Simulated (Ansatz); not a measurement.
Runs of Ansatz 0.2.0 on KF (Carobbiite). Symmetry: Fm-3m, No. 225, cubic system. Conventional cell: a = 5.344 Å, b = 5.344 Å, c = 5.344 Å, α = 90.00°, β = 90.00°, γ = 90.00°. Around K (site symmetry m-3m) lie 6 F at 2.67 Å. F (site symmetry m-3m) is surrounded by 6 K at 2.67 Å. 

```tsv
task	level	potentials or basis	spin	fixed moment (μB)	cell	k mesh	cutoff (eV)	smearing	basis xc grid	kpoints mp grid shift	basis error allowed	other keys	gap on the mesh (eV)	pressure (GPa)
projected density of states	PBE+D3(BJ)+ATM	all-electron LAPW, scalar-relativistic	collinear, random start	1.0	volume scaled by 0.8	9 × 9 × 9	236	gaussian 0.1 eV	-	-	0.001 eV/atom	-	-	(a)
relaxation of cell and atoms	PBE+D3(BJ)	all-electron LAPW, relativistic spinors	SOC, no magnetisation	-	relaxed from: volume scaled by 0.96	7 × 7 × 7	-	methfessel-paxton 0.025 eV	-	-	0.0005 eV/atom	-	6.15	0.0
single point	PBE	all-electron LAPW, scalar-relativistic	off	-	atoms moved at random, drawn with an rms of 0.05 Å	9 × 9 × 9	209	fermi-dirac 0.05 eV	-	-	0.001 eV/atom	-	6.18	1.4
electric field gradients	rPW86-PBE	all-electron PAW datasets made for the crystal	off	-	as given	9 × 9 × 9	280	gaussian 0.1 eV	3	[0.5, 0.5, 0.5]	-	basis.xc_grid = 3; kpoints.mp_grid.shift = [0.5, 0.5, 0.5]	6.14	1.3
```

Estimate the missing entries.

(a) 19.8.

Caveats: an odd mesh through Γ misses points on the zone boundary, where band edges often lie (some runs); the total moment is fixed, so each spin has its own Fermi level (some runs).

The runs don't all hold the same shells in valence.
